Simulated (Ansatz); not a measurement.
# MgSe: levels along high-symmetry lines

```
Mg Se
1.0
     0.00000    2.72550    2.72550
     2.72550    0.00000    2.72550
     2.72550    2.72550    0.00000
Mg Se
1 1
Cartesian
  0.0000 0.0000 0.0000
  2.7255 2.7255 2.7255
```

Atom numbers follow the list: Mg1, Se2.

The cell is COD entry 9008673, as deposited and not checked against the literature; nothing was relaxed. It is an old determination, and later ones may differ.

The calculation used DFT, PBE, all-electron LAPW, scalar-relativistic (Ansatz 0.2.0).

Numerical set-up: a Γ-centred 8×8×8 k mesh, Fermi–Dirac smearing of 0.02 eV, basis error target 1 meV/atom, no spin polarisation.

Points in fractions of the reciprocal vectors of this cell: Γ (0, 0, 0), X (0.5, 0, 0.5), U (0.625, 0.25, 0.625), K (0.375, 0.375, 0.75), L (0.5, 0.5, 0.5), W (0.5, 0.25, 0.75). The path joins them by straight lines in the order Γ–X–U–K–Γ–L–W–X; legs that retrace an earlier one aren't tabulated. Energies are in eV from the top of the valence band.

Problem. Metal or insulator at this level of theory?

Solution. An insulator or semiconductor: gap 1.82 eV, indirect from Γ to X (0.5, 0, 0.5).

Problem. Tabulate bands 14 to 19, counted from the lowest band of the run, along the path.

Solution. 
```csv
k (1/Å),point,band 14,band 15,band 16,band 17,band 18,band 19
0.00,Γ,-12.95,0.00,0.00,0.00,2.60,7.43
0.16,,-12.89,-0.50,-0.13,-0.13,3.18,7.02
0.33,,-12.72,-1.42,-0.44,-0.44,4.23,6.23
0.49,,-12.46,-2.33,-0.84,-0.84,4.49,5.46
0.66,,-12.14,-3.11,-1.22,-1.22,3.56,4.82
0.82,,-11.83,-3.72,-1.52,-1.52,2.64,4.35
0.99,,-11.59,-4.12,-1.72,-1.72,2.03,4.06
1.15,X,-11.51,-4.26,-1.78,-1.78,1.82,3.97
1.21,,-11.50,-4.24,-1.84,-1.77,1.87,4.02
1.27,,-11.50,-4.21,-2.01,-1.75,2.01,4.17
1.33,,-11.50,-4.16,-2.25,-1.71,2.21,4.43
1.39,,-11.50,-4.09,-2.52,-1.66,2.42,4.79
1.44,,-11.50,-4.00,-2.81,-1.60,2.63,5.24
1.50,,-11.50,-3.89,-3.08,-1.52,2.84,5.75
1.56,U,-11.51,-3.77,-3.33,-1.43,3.06,6.29
1.66,,-11.51,-3.73,-3.36,-1.50,3.34,6.57
1.76,,-11.52,-3.78,-3.21,-1.72,3.88,6.73
1.86,,-11.53,-3.82,-3.05,-1.92,4.43,6.39
1.96,,-11.53,-3.82,-3.05,-1.92,4.43,6.39
2.06,,-11.52,-3.78,-3.21,-1.72,3.88,6.73
2.17,,-11.51,-3.73,-3.36,-1.50,3.34,6.57
2.27,K,-11.51,-3.77,-3.33,-1.43,3.06,6.29
2.44,,-11.59,-3.86,-3.28,-1.11,3.75,7.44
2.62,,-11.79,-3.95,-2.65,-0.75,4.54,7.08
2.79,,-12.08,-3.58,-1.94,-0.42,5.31,6.41
2.96,,-12.41,-2.82,-1.21,-0.18,5.06,6.77
3.14,,-12.69,-1.79,-0.57,-0.05,4.19,6.79
3.31,,-12.88,-0.66,-0.15,-0.01,3.21,7.14
3.49,Γ,-12.95,0.00,0.00,0.00,2.60,7.43
3.63,,-12.90,-0.50,-0.03,-0.03,3.03,7.26
3.77,,-12.77,-1.48,-0.13,-0.13,3.73,7.10
3.92,,-12.57,-2.52,-0.25,-0.25,4.10,7.34
4.06,,-12.33,-3.47,-0.38,-0.38,4.10,6.85
4.20,,-12.08,-4.25,-0.49,-0.49,3.98,6.45
4.34,,-11.89,-4.76,-0.56,-0.56,3.87,6.20
4.49,L,-11.82,-4.94,-0.58,-0.58,3.83,6.12
4.60,,-11.81,-4.90,-0.80,-0.63,4.08,5.84
4.72,,-11.76,-4.77,-1.33,-0.78,4.62,5.33
4.84,,-11.69,-4.56,-1.93,-1.04,4.91,5.18
4.95,,-11.61,-4.27,-2.49,-1.41,4.65,5.68
5.07,,-11.54,-3.92,-2.93,-1.84,4.55,6.16
5.19,,-11.49,-3.54,-3.21,-2.29,4.54,6.66
5.30,W,-11.47,-3.31,-3.31,-2.55,4.55,7.00
5.38,,-11.47,-3.55,-3.05,-2.52,4.31,6.78
5.47,,-11.48,-3.76,-2.77,-2.43,3.79,6.04
5.55,,-11.48,-3.94,-2.49,-2.30,3.21,5.37
5.63,,-11.49,-4.07,-2.22,-2.13,2.67,4.80
5.71,,-11.50,-4.17,-1.99,-1.96,2.23,4.35
5.80,,-11.50,-4.23,-1.84,-1.83,1.93,4.07
5.88,X,-11.51,-4.26,-1.78,-1.78,1.82,3.97
```
